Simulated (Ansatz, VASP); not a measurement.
**Two plane-wave programs on Mo**

```
Mo
1.0
    -1.58381    1.58381    1.58381
     1.58381   -1.58381    1.58381
     1.58381    1.58381   -1.58381
Mo
1
Direct
  0.00000 0.00000 0.00000
```

Alike in both runs: task relaxation of cell and atoms; functional LDA; k mesh 8 × 8 × 8; occupations gaussian, width 0.1 eV; no spin polarisation.

```csv
,VASP,Ansatz
version,VASP 6.6.1,Ansatz 0.2.0
potentials or method,"VASP PAW LDA potentials, release 64 (Mo_sv)","scalar-relativistic, plane waves, PAW"
plane-wave cutoff (eV),600,420
valence electrons in the cell,14,14
```

Ansatz gave:

- gap on the k mesh at the Fermi level, each at its own relaxed structure (eV): none
- relaxed volume (Å³/atom): 15.07
- relaxed cell length with the largest relative difference (Å): 2.695
- energy change over the relaxation (meV/atom): -35

Question: Which values does VASP return?

Answer: gap on the k mesh at the Fermi level, each at its own relaxed structure (eV): none; relaxed volume (Å³/atom): 15.15; relaxed cell length with the largest relative difference (Å): 2.700; energy change over the relaxation (meV/atom): -31.

A gap of «none» marks a metal or a gap that the smearing closes. Ansatz warned: «pseudo_functional_mismatch».
